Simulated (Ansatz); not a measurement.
# MnSi (Pm-3m) in Ansatz: settings compared, part 2 of 2

Ansatz 0.2.0. The steps go on from the part before.

### 5 Overview

| level | gap on the mesh (eV) | pressure (GPa) | moment (μB) |
| --- | --- | --- | --- |
| HSE06 | none | 4.8 | 3.88 |
| HSE03 | none | 4.6 | 3.86 |
| HSEsol | none | 1.4 | 3.87 |

Alike in all rows: task band structure; potentials or basis Ansatz PAW; spin collinear, ferromagnetic start; cell as given; k mesh 5 × 5 × 5; cutoff (eV) 420; smearing fermi-dirac 0.05 eV; the mesh is coarse, so values aren't converged.

Caveats: all runs use coarse meshes; the magnetic or orbital state may not be the lowest; the PAW data sets come from PBE, with cores solved anew for the run's functional, which leaves a small shift of forces and pressure; the thresholds are loose for stress.

Absolute energies hang on the potentials; compare differences alone.
